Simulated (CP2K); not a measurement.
Runs of CP2K 2026.2 on KF (Carobbiite). The structure is cubic, space group Fm-3m (No. 225). The conventional cell has a = 5.344 Å, b = 5.344 Å, c = 5.344 Å, α = 90.00°, β = 90.00°, γ = 90.00°. K (site symmetry m-3m) has 6 F at 2.67 Å as nearest neighbours. F (site symmetry m-3m) has 6 K at 2.67 Å as nearest neighbours. 

```csv
level,potentials or basis,smearing,EPS_DEFAULT,NGRIDS,bands added on the path,CUTOFF of the grids,gap on the mesh (eV),pressure (GPa)
LDA,"GTH_POTENTIALS K GTH-PADE-q9, F GTH-PADE-q7; TZVP-MOLOPT-PBE-GTH basis",fermi-dirac 0.05 eV,1.0E-9,5,2,750 Ry,5.80,(a)
TB-mBJ,"POTENTIAL_UZH K GTH-PBE-q9, F GTH-PBE-q7; TZVP-MOLOPT-PBE-GTH basis",fermi-dirac 0.0259 eV,1.0E-10,4,4,1100 Ry,7.17,-
r2SCAN,"POTENTIAL_UZH K GTH-SCAN-q9, F GTH-SCAN-q7; TZVP-MOLOPT-SCAN-GTH basis",fermi-dirac 0.05 eV,1.0E-9,5,2,1100 Ry,(b),-0.3
PBEsol,"POTENTIAL_UZH K GTH-PBE-q9, F GTH-PBE-q7; TZVP-MOLOPT-PBE-GTH basis",fermi-dirac 0.0259 eV,1.0E-9,4,4,750 Ry,6.00,-0.4
```

Alike in all rows: task band structure; no spin polarisation; cell as given; k mesh 9 × 9 × 9.

Problem. Fill in the values left out.

Solution. (a) -3.6; (b) 6.83.

Caveats: the basis of atomic orbitals isn't converged, which shifts pressures, moduli and gaps; the potentials were made for another functional, which shifts forces and pressure (some runs); this is a model potential without an energy functional, so only levels have meaning (some runs).

Runs at the PBE level aren't shown here.
